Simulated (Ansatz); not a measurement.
## AlNi3: equation of state with r2SCAN

AlNi3:

```
Ni Al
1.0
     0.00000    2.80189    2.80189
     2.80189    0.00000    2.80189
     2.80189    2.80189    0.00000
Ni Al
3 1
Cartesian
  4.2028 4.2028 4.2028
  0.0000 0.0000 0.0000
  1.4009 1.4009 1.4009
  2.8019 2.8019 2.8019
```

The cell comes from a database or a generator and needn't be the stable form of this composition.

```
Program             : Ansatz 0.2.0
Task                : equation of state
Functional          : r2SCAN
Potentials or basis : Ansatz PAW
Cutoff              : 500 eV
Density cutoff      : 2000 eV
k mesh              : 8 × 8 × 8
Occupations         : fermi-dirac, width 0.05 eV
Spin                : collinear spin, ferromagnetic start
Starting moments    : [1.0, 1.0, 1.0, 0.0] μB
```

```yaml
Equilibrium_volume: 11.00 Å³/atom
Bulk_modulus: 201 GPa
Pressure_derivative_of_the_bulk_modulus: 4.6
```

Energy against volume, from the lowest point:
```
volume (Å³/atom)  energy (meV/atom)
          10.338              27.88
          10.558              11.92
          10.778               2.88
          10.998               0.00
          11.218               2.64
          11.438              10.22
          11.658              22.22
```

All runs of the series together: 2.4 min on 2 threads of Arm Neoverse V2, with other jobs on the host.

Caveat: the magnetic or orbital state may not be the lowest; the PAW data sets were made with another functional, which shifts forces and pressure a little.
